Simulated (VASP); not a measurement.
Wanted: the native input for a VASP 6.6.1 run.

* Task: work function
* Functional: PBE
* Potentials or basis: VASP PAW PBE potentials, release 64 (Ga_d)
* Cutoff: 520 eV
* k mesh: 7 × 7 × 1
* Occupations: fermi-dirac, width 0.05 eV
* Spin: no spin polarisation
* Dipole correction: yes
* Further INCAR settings: ALGO = Fast; EDIFF = 1e-06; EFIELD = 0

The structure of Ga lies in POSCAR:

```
Ga
1.0
    4.3304700000      0.0000000000      0.0000000000
   -2.1652300000      3.7503000000      0.0000000000
    0.0000000000      0.0000000000     23.8000000000
Ga
2
Direct
    0.3333300000      0.6666700000      0.2941200000
    0.6666700000      0.3333300000      0.2941200000
```

The cell was built by a generator and needn't be a form met in nature.

These files were run (other wordings do the same):

INCAR

```
SYSTEM = Ga
PREC = Accurate
ENCUT = 520
EDIFF = 1E-6
ISMEAR = -1
SIGMA = 0.05
LREAL = .False.
LASPH = .True.
NELM = 100
ALGO = Fast
ISIF = 2
LWAVE = .False.
LCHARG = .False.
LDIPOL = .True.
IDIPOL = 3
DIPOL = 0.5 0.5 0.294
GGA = PE
EFIELD = 0
LVHAR = .True.
LVACPOTAV = .True.
```

KPOINTS

```
Automatic mesh
0
Gamma
  7 7 1
  0 0 0
```

Potentials or basis: VASP PAW PBE potentials, release 64 (Ga_d).

Launch:

```sh
$ cat potpaw_PBE.64/Ga_d/POTCAR > POTCAR
$ mpirun -np 1 vasp_std > vasp.out
```

Results of the run:

| Item | Value |
| --- | --- |
| Band gap on the k mesh | none (metal or under the smearing width) |
| Work function of the upper face | 4.33 eV |
| Work function of the lower face | 4.33 eV |

Wall time 66 s on 1 thread of Intel(R) Xeon(R) 6975P-C (Granite Rapids), with other jobs on the host, peak memory 0.44 GiB.
